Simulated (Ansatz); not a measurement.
# Ni3Ge: properties at the relaxed cell

One table from this session's results is given with a row withheld; the runs are named, their logs left out.

Computed with Ansatz 0.2.0 (DFT r2SCAN, scalar-relativistic, plane waves, PAW, unless a step's input says otherwise).

1 further run of the same task is left out (set aside as unsound or not needed).

## The starting structure

Symmetry: Pm-3m, No. 221, cubic system. The conventional cell has a = 3.533 Å, b = 3.533 Å, c = 3.533 Å, α = 90.00°, β = 90.00°, γ = 90.00°. Ni (site symmetry 4/mmm) has 8 Ni at 2.50 Å and 4 Ge at 2.50 Å as nearest neighbours. Ge (site symmetry m-3m) has 12 Ni at 2.50 Å as nearest neighbours.

As a file:

```
Ni Ge
1.0
     3.53262    0.00000    0.00000
     0.00000    3.53262    0.00000
     0.00000    0.00000    3.53262
Ni Ge
3 1
Direct
  0.50000 0.00000 0.50000
  0.00000 0.50000 0.50000
  0.50000 0.50000 0.00000
  0.00000 0.00000 0.00000
```

It goes back to an entry of the Materials Project, which need not be the stable form.

It is the result of an earlier relaxation at this level (volume 11.02 Å³/atom; gap on the mesh: none (metal)).

Set-up of the first run:

File input.yaml:

```yaml
crystal:
  lattice:
    - [3.5326168956, 0.0, 0.0]
    - [0.0, 3.5326168956, 0.0]
    - [0.0, 0.0, 3.5326168956]
  atoms:
    - { symbol: Ni, position: [0.5, 0.0, 0.5] }
    - { symbol: Ni, position: [0.0, 0.5, 0.5] }
    - { symbol: Ni, position: [0.5, 0.5, 0.0] }
    - { symbol: Ge, position: [0.0, 0.0, 0.0] }
basis:
  ecutwfc: 500
kpoints:
  mp_grid: { grid: [12, 12, 12] }
  band_path:
    path:
      - [[0.0, 0.0, 0.0], [0.0, 0.5, 0.0], [0.5, 0.5, 0.0], [0.0, 0.0, 0.0], [0.5, 0.5, 0.5], [0.0, 0.5, 0.0]]
      - [[0.5, 0.5, 0.5], [0.5, 0.5, 0.0]]
    npoints: 14
hamiltonian:
  xc: r2scan
scf:
  occupations: { method: gaussian, width: 0.1 }
  n_extra_bands: 10
output:
  forces: true
  stress: true
  eigenvalues: true
  populations: true
  dos: { projected: true, de: 0.02, nscf_kmesh: { grid: [18, 18, 18] } }
  bader: true
  write_density: true
  write_potential: true
  elf: true
  volumetric_format: npy
```

Started as:

```console
$ ansatz run input.yaml --threads 1 --pin off --max-ram 2560MiB --backend cpu --events-out ev --progress --plain --runs-dir out
```

Steps of the session up to this table: Electronic structure at the relaxed geometry; Back to the database's cell; Point at V/V0 = 0.97; The cell scaled to 1.03 of its volume; Point at V/V0 = 0.94; Volume × 1.06; Volume × 0.91; Volume × 1.10; The cell scaled to 0.88 of its volume.

One table of the session follows, with a row left open; its other results are not shown here.

It belongs to the step «Equation of state». 

```
volume (Å³/atom)  energy above the lowest point (meV/atom)  pressure (GPa)
           9.699                                     136.3           37.40
          10.029                                      71.8           25.46
          10.360                                      29.9           15.44
          10.691                                       7.0            7.04
          11.021                                       0.0            0.00
          11.352                                         ?               ?
          11.682                                      23.8          -10.85
          12.123                                      61.3          -16.21
```

Estimate the missing values for volume (Å³/atom) = 11.352.

Worked estimate for «energy above the lowest point (meV/atom)». A straight line through the neighbours (11.021, 0.0) and (11.682, 23.8) gives 0.0 + (23.8 − 0.0) × (11.352 − 11.021) / (11.682 − 11.021) = 11.9; a parabola fitted to 4 rows on both sides gives 6.6.

As computed: energy above the lowest point (meV/atom): 6.3; pressure (GPa): -5.91. In «energy above the lowest point (meV/atom)» the line misses by +5.6 and the parabola by +0.3.

Limits of these values: Spin polarisation is off in the runs that give these values; a magnetic solution could lie lower.
